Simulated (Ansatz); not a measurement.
# What a change of settings does: Sr (simple hexagonal type)

First run: DFT, PBE, all-electron LAPW, scalar-relativistic (Ansatz 0.2.0).

Command: `ansatz run input.yaml --threads 1 --pin off --max-ram 2048MiB --backend cpu --events-out ev --progress --plain --runs-dir out` It took 7.4 s on 1 thread of Arm Neoverse V1, on a shared host, peak memory 0.23 GiB.

```yaml
crystal:
  lattice:
    - [3.1618863095, 0.0, 0.0]
    - [-1.5809431548, 2.7382738679, 0.0]
    - [0.0, 0.0, 2.8588744612]
  atoms:
    - { symbol: Sr, position: [0.0, 0.0, 0.0] }
kpoints:
  mp_grid: { grid: [11, 11, 10] }
  band_path:
    path:
      - [0.0, 0.0, 0.0]
      - [0.5, 0.0, 0.0]
      - [0.3333333333, 0.3333333333, 0.0]
      - [0.0, 0.0, 0.0]
      - [0.0, 0.0, 0.5]
      - [0.5, 0.0, 0.5]
      - [0.3333333333, 0.3333333333, 0.5]
      - [0.0, 0.0, 0.5]
      - [0.5, 0.0, 0.5]
    npoints: 8
scf:
  occupations: { method: fermi_dirac, width: 0.05 }
hamiltonian:
  xc: pbe
  pseudopotentials: { kind: all_electron, lapw: { basis_error: 0.001 } }
output:
  forces: true
  stress: true
  eigenvalues: true
  populations: true
  dos: { projected: true, de: 0.2, e_range: [-14, 8] }
```

The cell comes from a relaxation on PAW files under the same functional, begun from a prototype that needn't be the stable phase.

This run: volume at 0.45 of the series' base cell.

It converges in 6 SCF iterations at a pressure of 28.0 GPa.

The input is then changed:

```diff
 kpoints:
-  mp_grid: { grid: [11, 11, 10] }
+  mp_grid: { grid: [6, 6, 5] }
   band_path:
   populations: true
-  dos: { projected: true, de: 0.2, e_range: [-14, 8] }
```

**Question.** What does the second run give?

**Answer.** It converges in 5 SCF iterations at a pressure of 29.1 GPa, free energy +5.1 meV/atom against the first run's. Some of the changed settings are coarser than converged work would use. Results part of its log:
```
SCF 1 converged in 5 iterations: F = -86517.403789 eV  dr2 = 4.27e-8
NSCF: frozen V_eff on 65 k-points
SCF converged after 5 iterations
Free energy (F): -86517.403789 eV
Harris-Foulkes:  -86517.403789 eV  (|F-HF|=1.04e-7)
Internal energy: -86517.400751 eV  (E = F + TS)
E sigma→0 (E₀):  -86517.402270 eV
Entropy (-TS):   -0.003038 eV (-3.038 meV/atom)
Fermi energy:    15.037372 eV
--- Per-component energies (eV) ---
  E_band       = -3145.612792
  E_kinetic    = 89097.544519
  E_xc         = -2866.720735
  E_electrostatic = -172748.224535  (all electrons and nuclei)
  E_smearing   = -0.003038  (= −TS)
  E_closure    = 0.000000  (closes the sum)
  E_atoms      = -86517.490528  (free atoms, spherical and without spin; not in F)
  Σ components = -86517.403789   (vs F -86517.403789, Δ=0.00e0)
  Basis errors (estimates in eV, not in F): energy 5.0e-4 per atom: plane waves 4.6e-4 (2.5e-4 summed), levels above the bands 6.8e-46, relativity 4.7e-8, radial functions 4.5e-5, core shells 1.1e-11; eigenvalues (radial functions only) 1.9e-6; not estimated: angular momenta, meshes, grids; target (lapw.basis_error) 1.0e-3; muffin-tin radii Sr 1.429 Å
--- Forces (eV/Å), atoms counted from 1 ---
  atom   1  Sr    -0.00000000    -0.00000000     0.00000000
  max |Σ_I F_I| component: 1.23e-32 eV/Å
--- Stress (GPa, compression-positive) ---
       29.958068      -0.000000       0.000000
       -0.000000      29.958068      -0.000000
        0.000000      -0.000000      27.318588
  P = ⅓ Tr σ = 29.0782 GPa (290.782 kbar)
--- Band table (eV; the first three rows and the last of 21) ---
  k-point 0: bands = ["-313.1483", "-235.5247", "-235.5247", "-235.5061", "-107.4654", "-107.4654", "-107.4545", "-107.4488", "-107.4488", "-21.2176", "-2.0836", "-2.0836", "-1.7358", "11.0701", "15.0456", "17.9508", "17.9508", "24.4381"]
  k-point 1: bands = ["-313.1483", "-235.5247", "-235.5247", "-235.5061", "-107.4654", "-107.4654", "-107.4544", "-107.4488", "-107.4488", "-21.0631", "-2.9165", "-1.9734", "-1.9734", "12.0894", "16.6554", "18.3521", "18.3521", "22.3817"]
  k-point 2: bands = ["-313.1483", "-235.5247", "-235.5247", "-235.5061", "-107.4654", "-107.4654", "-107.4542", "-107.4489", "-107.4489", "-20.7971", "-4.4914", "-1.7882", "-1.7882", "14.0268", "17.2778", "19.1551", "19.1551", "20.1286"]
  k-point 20: bands = ["-313.1483", "-235.5247", "-235.5247", "-235.5061", "-107.4654", "-107.4654", "-107.4542", "-107.4489", "-107.4489", "-20.4144", "-3.9318", "-3.2129", "-3.2129", "14.1932", "14.1932", "18.7796", "18.7796", "24.1041"]
--- Löwdin populations: 1 site ---
  site symbol       q [e]
     0     Sr     37.0992
  spilling = 0.023706 (of n_electrons = 38.000000)
```
